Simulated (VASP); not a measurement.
## VASP 6.6.1 run: C

INCAR

```
SIGMA = 0.02
IBRION = 2
NBANDS = 11
EDIFFG = -5E-3
LREAL = .FALSE.
PREC = Accurate
NELM = 70
LCHARG = .FALSE.
LASPH = .TRUE.
ISIF = 3
GGA = PS
ISMEAR = -1
NSW = 30
EDIFF = 1E-7
LWAVE = .FALSE.
ENCUT = 600
```

KPOINTS

```
KPOINTS created by Atomic Simulation Environment
0
Gamma
1 1 1
0 0 0
```

POSCAR

```
C
 1.0000000000000000
     0.0000000000000000    1.7857704565123391    1.7857704565123391
     1.7857704565123391    0.0000000000000000    1.7857704565123391
     1.7857704565123391    1.7857704565123391    0.0000000000000000
 C
   2
Cartesian
  0.0000000000000000 -0.0000000000000000 -0.0000000000000000
  0.8928852282561696  0.8928852282561696  0.8928852282561696
```

The recommended PBE PAW datasets give the neutral cell 8 valence electrons.

Command

```
mpirun -np 1 vasp_std
```

OSZICAR

```
N       E                     dE             d eps       ncg     rms          rms(c)
DAV:   1     0.296279309337E+02    0.29628E+02   -0.57737E+03    22   0.711E+02
DAV:   2     0.795008953545E+01   -0.21678E+02   -0.20161E+02    33   0.109E+02
DAV:   3     0.735540066520E+01   -0.59469E+00   -0.59294E+00    28   0.124E+01
DAV:   4     0.735436165240E+01   -0.10390E-02   -0.10389E-02    22   0.687E-01
DAV:   5     0.735436001534E+01   -0.16371E-05   -0.16377E-05    28   0.314E-02    0.115E+01
DAV:   6     0.974658867275E+01    0.23922E+01   -0.77837E-01    22   0.722E+00    0.691E+00
DAV:   7     0.107278369395E+02    0.98125E+00   -0.11924E+00    22   0.864E+00    0.180E+00
DAV:   8     0.107275064287E+02   -0.33051E-03   -0.13327E-02    22   0.113E+00    0.878E-02
DAV:   9     0.107274741043E+02   -0.32324E-04   -0.32314E-05    28   0.512E-02    0.534E-02
DAV:  10     0.107274313877E+02   -0.42717E-04   -0.23698E-05    22   0.451E-02    0.871E-03
...
DAV:   7     0.661508451692E+00   -0.43530E-07   -0.66755E-09    14   0.559E-04
  16 F= 0.66150845E+00 E0= 0.69969930E+00  d E =-.218747E-02
       N       E                     dE             d eps       ncg     rms          rms(c)
DAV:   1     0.660767656854E+00   -0.74084E-03   -0.10470E-02    22   0.604E-01    0.935E-02
DAV:   2     0.661001575230E+00    0.23392E-03   -0.17078E-04    22   0.785E-02    0.481E-02
DAV:   3     0.661089604889E+00    0.88030E-04   -0.20301E-04    22   0.750E-02    0.548E-03
DAV:   4     0.661088429603E+00   -0.11753E-05   -0.13873E-06    22   0.784E-03    0.159E-03
DAV:   5     0.661087967375E+00   -0.46223E-06   -0.20816E-07    22   0.264E-03    0.385E-04
DAV:   6     0.661088003558E+00    0.36184E-07   -0.87842E-09    14   0.622E-04
  17 F= 0.66108800E+00 E0= 0.69927885E+00  d E =-.260792E-02
```

Standard output (part)

```
POSCAR found type information on POSCAR C
 POSCAR found :  1 types and       2 ions
 LDA part: xc-table for (Slater+PW92), standard interpolation
 POSCAR, INCAR and KPOINTS ok, starting setup
 WAVECAR not read
 entering main loop
 curvature:   0.00 expect dE= 0.000E+00 dE for cont linesearch  0.000E+00
 search vector abs. value=  0.380E+02
 bond charge predicted
 trial-energy change:  -10.040931  1 .order  -19.907480  -38.021458   -1.793502
 bond charge predicted
 curvature:  -0.52 expect dE=-0.443E-03 dE for cont linesearch -0.443E-03
 ZBRENT: interpolating
 opt :   1.0285  next Energy=     0.660951 (dE=-0.101E+02)
 bond charge predicted
 curvature:  -0.48 expect dE=-0.508E-02 dE for cont linesearch -0.508E-02
 ZBRENT: accuracy reached
 trial: gam=-0.01645 g(F)=  0.525E-48 g(S)=  0.106E-01 ort = 0.636E+00 (trialstep = 0.101E+01)
 search vector abs. value=  0.298E-05
 bond charge predicted
 ZBRENT: can't locate minimum, use default step
 trial-energy change:   -0.000177  1 .order   -0.000177   -0.000179   -0.000174
 bond charge predicted
 curvature:  -0.05 expect dE=-0.420E-03 dE for cont linesearch -0.420E-03
 trial: gam=-0.09766 g(F)=  0.970E-50 g(S)=  0.844E-02 ort = 0.159E-03 (trialstep = 0.571E-03)
 search vector abs. value=  0.841E-02
 bond charge predicted
 ZBRENT: can't locate minimum, use default step
 bond charge predicted
 curvature:  -0.00 expect dE=-0.143E-04 dE for cont linesearch -0.143E-04
 ZBRENT: increasing intervall
...
```

From OUTCAR

```
k-points           NKPTS =      1   k-points in BZ     NKDIM =      1   number of bands    NBANDS=     11

   NELECT =       8.0000    total number of electrons

   dimension x,y,z NGX =    20 NGY =   20 NGZ =   20
   dimension x,y,z NGXF=    40 NGYF=   40 NGZF=   40

  energy-cutoff  :      600.00
  volume of cell :       44.73
      direct lattice vectors                 reciprocal lattice vectors
     0.000000000  2.817420143  2.817420143    -0.177467319  0.177467319  0.177467319
     2.817420143 -0.000000000  2.817420143     0.177467319 -0.177467319  0.177467319
     2.817420143  2.817420143 -0.000000000     0.177467319  0.177467319 -0.177467319

 k-points in reciprocal lattice and weights: KPOINTS created by Atomic Simulation Env
   0.00000000  0.00000000  0.00000000       1.000

 E-fermi :  -0.6972

 k-point     1 :       0.0000    0.0000    0.0000
  band No.  band energies     occupation
      1     -11.6835      2.00000
      2      -5.5868      2.00000
      3      -0.7111      1.33341
      4      -0.7111      1.33330
      5      -0.7111      1.33330
      6       1.5645      0.00000
      7       1.5645      0.00000
      8       1.5645      0.00000
      9       6.7725      0.00000
     10      14.1500      0.00000
     11      14.1500      0.00000

  Total       -0.0004771     -0.0004771     -0.0004771      0.0000000     -0.0000000      0.0000000
  in kB       -0.0170889     -0.0170889     -0.0170889      0.0000000     -0.0000000      0.0000000
  external PRESSURE =      -0.0170889 kB  Pullay stress =       0.0000000 kB

 POSITION                                       TOTAL-FORCE (eV/Angst)
 -----------------------------------------------------------------------------------
      0.00000      0.00000      0.00000        -0.000000     -0.000000     -0.000000
      1.40871      1.40871      1.40871         0.000000      0.000000      0.000000
 -----------------------------------------------------------------------------------
    total drift:                                0.000000      0.000000      0.000000

  FREE ENERGIE OF THE ION-ELECTRON SYSTEM (eV)
  ---------------------------------------------------
  free  energy   TOTEN  =         0.6610880036 eV

  energy  without entropy=        0.7374697036  energy(sigma->0) =        0.69927885
```

```tsv
ionic step	ΔE (meV/atom)	volume (Å³)	largest force (eV/Å)	pressure (GPa)	electronic steps
1	0.0	11.39	0.000	322.45	11
2	-5020.5	42.65	0.000	4.06	10
3	-5033.0	44.95	0.000	-0.39	8
4	-5031.5	43.97	0.000	1.40	6
5	-5031.6	43.99	0.000	1.36	4
6	-5031.9	44.05	0.000	1.24	5
7	-5031.9	44.05	0.000	1.24	2
11	-5032.0	44.08	0.000	1.19	4
12	-5032.1	44.11	0.000	1.13	4
13	-5032.3	44.17	0.000	1.02	5
14	-5032.6	44.28	0.000	0.80	6
15	-5033.1	44.52	0.000	0.36	6
16	-5033.0	45.01	0.000	-0.48	7
17	-5033.2	44.73	0.000	0.00	6
```

It converged. Results: relaxed cell vector lengths 3.984, 3.984, 3.984 Å; relaxed cell volume 44.73 Å³.

These settings aren't sound, so the numbers aren't properties of the crystal. The volume moved far on the plane waves of the start cell, so a restart from CONTCAR is due.

The fault: one k point for a small cell.

On sound settings the PBEsol relaxation ends at 11.23 Å³.

The run took about 11 s on one core of a shared host (Intel Xeon Platinum 8488C) and held 0.12 GiB at most.
